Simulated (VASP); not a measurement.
# CdSe (F-43m) in VASP: single point with r2SCAN

Aim: the single point of CdSe with r2SCAN.

Program: VASP 6.6.1. These are calculated values, not measurements. Logs are shortened: lines on timing, memory, paths and dates and some standing lists are left out, and cuts for length are marked.

## Step 1: Starting point

The structure is cubic, space group F-43m (No. 216). The conventional cell has a = 6.082 Å, b = 6.082 Å, c = 6.082 Å, α = 90.00°, β = 90.00°, γ = 90.00°. Cd (site symmetry -43m) is surrounded by 4 Se at 2.63 Å. Around Se (site symmetry -43m) lie 4 Cd at 2.63 Å.

Measurements of this composition are mostly on another form, of space group No. 186.

## Step 2: Single point, r2SCAN

Contents of POSCAR:

```
CdSe
1.0
    0.0000000000      3.0410661763      3.0410661763
    3.0410661763      0.0000000000      3.0410661763
    3.0410661763      3.0410661763      0.0000000000
Cd Se
1 1
Direct
    0.0000000000      0.0000000000      0.0000000000
    0.2500000000      0.2500000000      0.2500000000
```

Contents of INCAR.step1:

```
PREC     = Accurate       # precision mode
ENCUT    = 520            # plane-wave cutoff, eV
ISMEAR   = 0              # smearing method
SIGMA    = 0.02           # smearing width, eV
LREAL    = False          # projectors in reciprocal space
LASPH    = True           # aspherical terms in the spheres
NELM     = 100            # most SCF steps
NBANDS   = 16             # bands
GGA      = PE             # functional
ALGO     = Normal         # electronic algorithm
EDIFF    = 1E-4           # SCF threshold, eV
LWAVE    = True           # write WAVECAR
LCHARG   = False          # write CHGCAR
```

Contents of INCAR.step2:

```
PREC     = Accurate       # precision mode
ENCUT    = 520            # plane-wave cutoff, eV
EDIFF    = 1E-6           # SCF threshold, eV
ISMEAR   = 0              # smearing method
SIGMA    = 0.02           # smearing width, eV
LREAL    = False          # projectors in reciprocal space
LASPH    = True           # aspherical terms in the spheres
NELM     = 100            # most SCF steps
ALGO     = Normal         # electronic algorithm
ISIF     = 2              # what is computed and relaxed
LWAVE    = False          # write WAVECAR
LCHARG   = False          # write CHGCAR
METAGGA  = R2SCAN         # meta-GGA
LMIXTAU  = True         
NBANDS   = 16             # bands
ISTART   = 1
```

Contents of KPOINTS:

```
regular mesh
0
Gamma
  10 10 10
```

Potentials or basis: VASP PAW PBE potentials, release 64 (Cd, Se).

The run is started by

```console
cat potpaw_PBE.64/Cd/POTCAR potpaw_PBE.64/Se/POTCAR > POTCAR
cp INCAR.step1 INCAR
mpirun -np 1 vasp_std > vasp.out
cp INCAR.step2 INCAR
mpirun -np 1 vasp_std > vasp.out
```

OUTCAR:

```text
PREC = Accurate
   ENCUT = 520
   EDIFF = 1E-6
   ISMEAR = 0
   LREAL = False
   LASPH = True
   NELM = 100
   ISIF = 2
   METAGGA = R2SCAN
   ISTART = 1

 ion  position               nearest neighbor table
   1  0.000  0.000  0.000-   2 2.63   2 2.63   2 2.63   2 2.63
   2  0.250  0.250  0.250-   1 2.63   1 2.63   1 2.63   1 2.63

  LATTYP: Found a face centered cubic cell.
 ALAT       =     6.0821323526

  Lattice vectors:

 A1 = (   0.0000000000,   3.0410661763,   3.0410661763)
 A2 = (   3.0410661763,   0.0000000000,   3.0410661763)
 A3 = (   3.0410661763,   3.0410661763,   0.0000000000)

Analysis of symmetry for initial positions (statically):
=====================================================================
 Subroutine PRICEL returns:
 Original cell was already a primitive cell.

 Routine SETGRP: Setting up the symmetry group for a
 face centered cubic supercell.

 Subroutine GETGRP returns: Found 24 space group operations
 (whereof 24 operations were pure point group operations)
 out of a pool of 48 trial point group operations.

The static configuration has the point symmetry T_d .

Analysis of symmetry for dynamics (positions and initial velocities):
=====================================================================
 Subroutine PRICEL returns:
 Original cell was already a primitive cell.

 Routine SETGRP: Setting up the symmetry group for a
 face centered cubic supercell.

 Subroutine GETGRP returns: Found 24 space group operations
 (whereof 24 operations were pure point group operations)
 out of a pool of 48 trial point group operations.

The dynamic configuration has the point symmetry T_d .

 Subroutine INISYM returns: Found 24 space group operations
 (whereof 24 operations are pure point group operations),
 and found     1 'primitive' translations

----------------------------------------------------------------------------------------

                                     Primitive cell

  volume of cell :      56.2481

  direct lattice vectors                    reciprocal lattice vectors
     0.000000000  3.041066176  3.041066176    -0.164416021  0.164416021  0.164416021
     3.041066176  0.000000000  3.041066176     0.164416021 -0.164416021  0.164416021
     3.041066176  3.041066176  0.000000000     0.164416021  0.164416021 -0.164416021

  length of vectors
     4.300717031  4.300717031  4.300717031     0.284776902  0.284776902  0.284776902

  position of ions in fractional coordinates (direct lattice)
     0.000000000  0.000000000  0.000000000
     0.250000000  0.250000000  0.250000000

  ion indices of the primitive-cell ions
   primitive index   ion index
                 1           1
                 2           2

----------------------------------------------------------------------------------------

 KPOINTS: regular mesh

Automatic generation of k-mesh.
 Grid dimensions read from file:
 generate k-points for:   10   10   10

 Generating k-lattice:

  Cartesian coordinates                     Fractional coordinates (reciprocal lattice)
    -0.016441602  0.016441602  0.016441602     0.100000000  0.000000000  0.000000000
     0.016441602 -0.016441602  0.016441602     0.000000000  0.100000000  0.000000000
     0.016441602  0.016441602 -0.016441602     0.000000000  0.000000000  0.100000000

  Length of vectors
     0.028477690  0.028477690  0.028477690

  Shift w.r.t. Gamma in fractional coordinates (k-lattice)
     0.000000000  0.000000000  0.000000000

 Subroutine IBZKPT returns following result:
 ===========================================

 Found     47 irreducible k-points:

 Following reciprocal coordinates:
            Coordinates               Weight
  0.000000  0.000000  0.000000      1.000000
  0.100000  0.000000  0.000000      8.000000
  0.200000  0.000000  0.000000      8.000000
  0.300000  0.000000  0.000000      8.000000
  0.400000  0.000000  0.000000      8.000000
  0.500000  0.000000  0.000000      4.000000
[... 16 lines left out ...]
  0.300000  0.300000  0.000000      6.000000
  0.400000  0.300000  0.000000     24.000000
 [... further k-points ...]
   k-points           NKPTS =     47   k-points in BZ     NKDIM =     47   number of bands    NBANDS=     16
   number of dos      NEDOS =    301   number of ions     NIONS =      2
   total plane-waves  NPLWV =  32768
   dimension x,y,z NGX =    32 NGY =   32 NGZ =   32
   dimension x,y,z NGXF=    64 NGYF=   64 NGZF=   64
   ions per type =               1   1
   NGX,Y,Z   is equivalent  to a cutoff of  12.37, 12.37, 12.37 a.u.
   NGXF,Y,Z  is equivalent  to a cutoff of  24.74, 24.74, 24.74 a.u.
 SYSTEM =  unknown system
   PREC   = accura    normal or accurate (medium, high low for compatibility)
   ISTART =      1    job   : 0-new  1-cont  2-samecut
   ICHARG =      0    charge: 1-file 2-atom 10-const
   ISPIN  =      1    spin polarized calculation?
   LNONCOLLINEAR =      F non collinear calculations
   LSORBIT =      F    spin-orbit coupling
   LASPH  =      T    aspherical Exc in radial PAW
   ENCUT  =  520.0 eV  38.22 Ry    6.18 a.u.   8.00  8.00  8.00*2*pi/ulx,y,z
   NELM   =    100;   NELMIN=  2; NELMDL=  0     # of ELM steps
   EDIFF  = 0.1E-05   stopping-criterion for ELM
   LREAL  =      F    real-space projection
   EDIFFG = 0.1E-04   stopping-criterion for IOM
   NSW    =      0    number of steps for IOM
   IBRION =     -1    ionic relax: 0-MD 1-quasi-New 2-CG
   NFREE  =      0    steps in history (QN), initial steepest desc. (CG)
   ISIF   =      2    stress and relaxation
   ISYM   =      2    0-nonsym 1-usesym 2-fastsym
   POTIM  = 0.5000    time-step for ionic-motion
   TEBEG  =    0.0;   TEEND  =   0.0 temperature during run
   PSTRESS=    0.0 pullay stress
   NELECT =      18.0000    total number of electrons
   NUPDOWN=      -1.0000    fix difference up-down
   EMIN   =  10.00;   EMAX   =-10.00  energy-range for DOS
   EFERMI =   0.00;   METHOD = LEGACY
   ISMEAR =     0;   SIGMA  =   0.02  broadening in eV -4-tet -1-fermi 0-gaus
   EFERMI_NEDOS =   21; number of points for ismear=-14 and -15
   IALGO  =     38    algorithm
   IMIX   =      4    mixing-type and parameters
     AMIX     =   0.40;   BMIX     =  1.00
     AMIX_MAG =   1.60;   BMIX_MAG =  1.00
  volume/ion in A,a.u.               =      28.12       189.79
  Fermi-wavevector in a.u.,A,eV,Ry     =   1.119772  2.116063 17.060215  1.253890
  Thomas-Fermi vector in A             =   2.256414
   LORBIT       =      0    0 simple, 1 ext, 2 COOP (PROOUT), +10 PAW based schemes
   METAGGA = R2SCAN    functional components
   LHFCALC =     F    Hartree Fock is set to
   AEXX    =    0.0000 exact exchange contribution
   IVDW    =     0    specifies the selected vdW correction
   LEPSILON=     F    determine dielectric tensor
   LRPA    =     F    only Hartree local field effects (RPA)
 non-spin polarized calculation
 Gauss-broadening in eV      SIGMA  =   0.02
  energy-cutoff  :      520.00
  volume of cell :       56.25
 maximum number of plane-waves:      1528
   NGX = 15   NGY = 15   NGZ = 15

 number of electron      18.0000002 magnetization

 Free energy of the ion-electron system (eV)
  ---------------------------------------------------
  ext. energy  EPLUGINS =         0.00000000
  ---------------------------------------------------
  free energy    TOTEN  =       -35.90767631 eV

  energy without entropy =      -35.90767631  energy(sigma->0) =      -35.90767631

 E-fermi :   0.7289     XC(G=0):  -9.4286

 val. band max:        0.6439461992   @ k =   0.0000   0.0000   0.0000
 cond. band min:       1.7308590722   @ k =   0.0000   0.0000   0.0000
 fundamental gap:      1.0869128730
 Fermi energy:         0.7289377381

 k-point     1 :       0.0000    0.0000    0.0000
  band No.  band energies     occupation
      1     -12.3774      2.00000
      2      -7.5220      2.00000
      3      -7.5220      2.00000
      4      -7.5220      2.00000
      5      -7.1192      2.00000
      6      -7.1192      2.00000
[... 8 lines left out ...]
     15      12.2973      0.00000
     16      12.2973      0.00000

 k-point     2 :       0.1000    0.0000    0.0000
  band No.  band energies     occupation
      1     -12.3417      2.00000
      2      -7.5101      2.00000
      3      -7.5101      2.00000
      4      -7.4892      2.00000
      5      -7.1199      2.00000
      6      -7.1199      2.00000
[... 8 lines left out ...]
     15      11.6568      0.00000
     16      11.6568      0.00000

 k-point     3 :       0.2000    0.0000    0.0000
  band No.  band energies     occupation
      1     -12.2475      2.00000
      2      -7.4807      2.00000
      3      -7.4807      2.00000
      4      -7.3819      2.00000
      5      -7.1193      2.00000
      6      -7.1192      2.00000
[... 8 lines left out ...]
     15      11.2015      0.00000
     16      11.5111      0.00000

 k-point     4 :       0.3000    0.0000    0.0000
  band No.  band energies     occupation
      1     -12.1297      2.00000
      2      -7.4487      2.00000
      3      -7.4487      2.00000
      4      -7.1880      2.00000
      5      -7.1126      2.00000
      6      -7.1126      2.00000
[... 8 lines left out ...]
     15      11.5000      0.00000
     16      11.5000      0.00000

 k-point     5 :       0.4000    0.0000    0.0000
  band No.  band energies     occupation
      1     -12.0337      2.00000
      2      -7.4277      2.00000
      3      -7.4277      2.00000
      4      -7.1012      2.00000
      5      -7.1012      2.00000
      6      -6.9446      2.00000
[... 8 lines left out ...]
     15      12.5010      0.00000
     16      12.5010      0.00000

 k-point     6 :       0.5000    0.0000    0.0000
  band No.  band energies     occupation
      1     -11.9970      2.00000
      2      -7.4210      2.00000
      3      -7.4210      2.00000
      4      -7.0953      2.00000
      5      -7.0952      2.00000
      6      -6.8145      2.00000
[... 8 lines left out ...]
     15      13.4608      0.00000
     16      13.4608      0.00000
[... 267 lines left out ...]
 k-point    21 :      -0.3000    0.2000    0.0000
  band No.  band energies     occupation
      1     -12.0002      2.00000
      2      -7.3948      2.00000
      3      -7.3933      2.00000
      4      -7.1289      2.00000
      5      -7.1246      2.00000
      6      -6.9009      2.00000
[... 8 lines left out ...]
     15      12.5399      0.00000
     16      13.7560      0.00000

 k-point    22 :      -0.2000    0.2000    0.0000
  band No.  band energies     occupation
      1     -12.0900      2.00000
      2      -7.4312      2.00000
      3      -7.4137      2.00000
      4      -7.1867      2.00000
      5      -7.1335      2.00000
      6      -7.0593      2.00000
[... 8 lines left out ...]
     15      12.5859      0.00000
     16      13.6956      0.00000

 k-point    23 :       0.3000    0.3000    0.0000
  band No.  band energies     occupation
      1     -12.0496      2.00000
      2      -7.3508      2.00000
      3      -7.3508      2.00000
      4      -7.3090      2.00000
      5      -7.0796      2.00000
      6      -7.0735      2.00000
[... 8 lines left out ...]
     15      13.0456      0.00000
     16      15.1590      0.00000

 k-point    24 :       0.4000    0.3000    0.0000
  band No.  band energies     occupation
      1     -11.9749      2.00000
      2      -7.3420      2.00000
      3      -7.3163      2.00000
      4      -7.2591      2.00000
      5      -7.0734      2.00000
      6      -6.9479      2.00000
[... 8 lines left out ...]
     15      13.4814      0.00000
     16      15.0011      0.00000

 [... further k-points ...]
[... 5 lines left out ...]
  --------------------------------------------------------------------------------------
  -------------------------------------------------------------------------------------
  Total        0.5798183      0.5798183      0.5798183      0.0000000      0.0000000     -0.0000000
  in kB       16.5156202     16.5156202     16.5156202      0.0000000      0.0000000     -0.0000000
  external PRESSURE =      16.5156202 kB  Pullay stress =       0.0000000 kB

 VOLUME and BASIS-vectors are now :
 -----------------------------------------------------------------------------
  energy-cutoff  :      520.00
  volume of cell :       56.25
      direct lattice vectors                 reciprocal lattice vectors
     0.000000000  3.041066176  3.041066176    -0.164416021  0.164416021  0.164416021
     3.041066176  0.000000000  3.041066176     0.164416021 -0.164416021  0.164416021
     3.041066176  3.041066176  0.000000000     0.164416021  0.164416021 -0.164416021

 POSITION                                       TOTAL-FORCE (eV/Angst)
 -----------------------------------------------------------------------------------
      0.00000      0.00000      0.00000        -0.000000     -0.000000     -0.000000
      1.52053      1.52053      1.52053         0.000000      0.000000      0.000000
 -----------------------------------------------------------------------------------
    total drift:                               -0.000002     -0.000002     -0.000002

  FREE ENERGIE OF THE ION-ELECTRON SYSTEM (eV)
  ---------------------------------------------------
  free  energy   TOTEN  =       -35.9076763091 eV

  energy  without entropy=      -35.9076763091  energy(sigma->0) =      -35.90767631
```

Wall time 85 s (1 thread of Intel Xeon Platinum 8259CL at 2.50GHz (Skylake/Cascade Lake), shared host); peak memory 0.21 GiB.

What came out:

* Free energy: -35.9077 eV
* Pressure: 1.7 GPa
* Band gap on the k mesh: 1.09 eV, direct

Caveat: the PAW data sets were made with another functional, which shifts forces and pressure a little.
